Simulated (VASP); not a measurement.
Input of a VASP 6.6.1 run:

The input POSCAR:

```
C
1.0
    2.4473277844     -0.0000000000      0.0000000000
   -1.2236638922      2.1194480323     -0.0000000000
    0.0000000000      0.0000000000     18.2948589265
  C
     2
Direct
     0.0000000000000000    0.0000000000000000    0.5000000000000000
     0.6666666699999979    0.3333333400000029    0.5000000000000000
```

File INCAR.step1:

```
SYSTEM = C
PREC     = Accurate       ! precision mode
ENCUT    = 600            ! plane-wave cutoff, eV
EDIFF    = 1E-8           ! SCF threshold, eV
ISMEAR   = 0              ! smearing method
SIGMA    = 0.05           ! smearing width, eV
LREAL    = .FALSE.        ! projectors in reciprocal space
LASPH    = .TRUE.         ! aspherical terms in the spheres
NELM     = 80             ! most SCF steps
ALGO     = Fast           ! electronic algorithm
ISIF     = 2              ! what is computed and relaxed
LWAVE    = .FALSE.        ! write WAVECAR
LCHARG   = .FALSE.        ! write CHGCAR
LDIPOL   = .TRUE.       
IDIPOL   = 3            
DIPOL    = 0.5 0.5 0.500
IBRION   = 2              ! ionic algorithm
NSW      = 40             ! ionic steps
EDIFFG   = -0.002         ! ionic threshold
```

The input INCAR.step2:

```
SYSTEM = C
PREC     = Accurate       ! precision mode
ENCUT    = 600            ! plane-wave cutoff, eV
EDIFF    = 1E-8           ! SCF threshold, eV
ISMEAR   = 0              ! smearing method
SIGMA    = 0.05           ! smearing width, eV
LREAL    = .FALSE.        ! projectors in reciprocal space
LASPH    = .TRUE.         ! aspherical terms in the spheres
NELM     = 80             ! most SCF steps
ALGO     = Fast           ! electronic algorithm
ISIF     = 2              ! what is computed and relaxed
LWAVE    = .FALSE.        ! write WAVECAR
LCHARG   = .FALSE.        ! write CHGCAR
LDIPOL   = .TRUE.       
IDIPOL   = 3            
DIPOL    = 0.5 0.5 0.500
IBRION   = 8              ! ionic algorithm
NSW      = 1              ! ionic steps
```

File KPOINTS:

```
regular mesh
0
G
  18 18 1
  0 0 0
```

Potentials or basis: VASP PAW LDA potentials, release 64 (C).

Launch:

```sh
$ cat potpaw_LDA.64/C/POTCAR > POTCAR
$ cp INCAR.step1 INCAR
$ mpirun -np 1 vasp_std > vasp.out
$ cp CONTCAR POSCAR
$ cp INCAR.step2 INCAR
$ mpirun -np 1 vasp_std > vasp.out
```

(1) Predict the highest phonon frequency at Γ.

Answers

(1) 1449 cm⁻¹.
